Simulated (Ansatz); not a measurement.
# BP: stress in a strained cell

BP is deformed so: zz strain of -2 %. What stress and forces result, by LAPW, PAW and all-electron datasets made for the crystal?

Method: DFT PBE, scalar-relativistic, in Ansatz 0.2.0.

## 1. Starting point

The structure is cubic, space group F-43m (No. 216). Conventional cell: a = 4.538 Å, b = 4.538 Å, c = 4.538 Å, α = 90.00°, β = 90.00°, γ = 90.00°. B (site symmetry -43m) has 4 P at 1.97 Å as nearest neighbours. Around P (site symmetry -43m) lie 4 B at 1.97 Å.

Structure file:

```xyz
2
Lattice="0.0000 2.2690 2.2690 2.2690 0.0000 2.2690 2.2690 2.2690 0.0000" Properties=species:S:1:pos:R:3 pbc="T T T"
B     0.0000    0.0000    0.0000
P     3.4035    3.4035    3.4035
```

Atoms are numbered in the order of the input: B1, P2.

## 2. The deformed structure

Space group F-43m before, I-4m2 after.

## 3. LAPW, all electrons

The input, input.yaml:

```yaml
crystal:
  lattice:
    - [0.0, 2.269, 2.22362]
    - [2.269, 0.0, 2.22362]
    - [2.269, 2.269, 0.0]
  atoms:
    - { symbol: B, position: [0.0, 0.0, 0.0] }
    - { symbol: P, position: [0.75, 0.75, 0.75] }
kpoints:
  mp_grid: { grid: [15, 15, 15] }
  band_path:
    path:
      - [0.0, 0.0, 0.0]
      - [0.0, 0.5, 0.5]
      - [0.25, 0.75, 0.5]
      - [0.0, 0.5, 0.0]
      - [0.0, 0.0, 0.0]
      - [0.5, 0.5, 0.0]
      - [0.3801541025, 0.6198458975, 0.0]
      - [-0.3801541025, 0.3801541025, 0.0]
      - [0.0, 0.0, 0.0]
    npoints: 5
scf:
  occupations: { method: fermi_dirac, width: 0.05 }
hamiltonian:
  xc: pbe
  pseudopotentials: { kind: all_electron, lapw: { basis_error: 0.001 } }
output:
  forces: true
  stress: true
  eigenvalues: true
```

The run is started by

```sh
$ ansatz run input.yaml --threads 1 --pin off --max-ram 3072MiB --backend cpu --events-out ev --progress --plain --runs-dir out
```

## 4. PAW on the default files

The input, input.yaml:

```yaml
crystal:
  lattice:
    - [0.0, 2.269, 2.22362]
    - [2.269, 0.0, 2.22362]
    - [2.269, 2.269, 0.0]
  atoms:
    - { symbol: B, position: [0.0, 0.0, 0.0] }
    - { symbol: P, position: [0.75, 0.75, 0.75] }
kpoints:
  mp_grid: { grid: [15, 15, 15] }
scf:
  occupations: { method: fermi_dirac, width: 0.05 }
hamiltonian:
  xc: pbe
  pseudopotentials: { kind: paw }
output:
  forces: true
  stress: true
  eigenvalues: true
  efg: { contact_densities: true }
  write_density: true
  write_potential: true
  elf: true
  volumetric_format: npy
```

## 5. All-electron PAW on datasets made for the crystal

input.yaml: that of step 4 with these lines changed.

```diff
@@ -14,3 +14,3 @@
   xc: pbe
-  pseudopotentials: { kind: paw }
+  pseudopotentials: { kind: all_electron, datasets: crystal }
 output:
@@ -20,5 +20 @@
   efg: { contact_densities: true }
-  write_density: true
-  write_potential: true
-  elf: true
-  volumetric_format: npy
```

(Steps that only read results are left out.)

Q: Predict the outcome of this session. Wanted: pressure; largest shear or deviatoric stress.

The runs gave:

```
                                 quantity                                           value
                                 pressure  LAPW 4.57, PAW 4.61, crystal datasets 4.56 GPa
largest shear or deviatoric stress (LAPW)                                        3.57 GPa
```

**Reading.** The largest part of the stress beyond the pressure is 3.57 GPa in size, in the zz component; the atoms are carried along and not relaxed. No run of the undeformed cell stands beside it, so the pressure holds what the given cell had before the change. PAW: stress within 0.05 GPa of LAPW. Crystal datasets: stress within 0.01 GPa of LAPW.
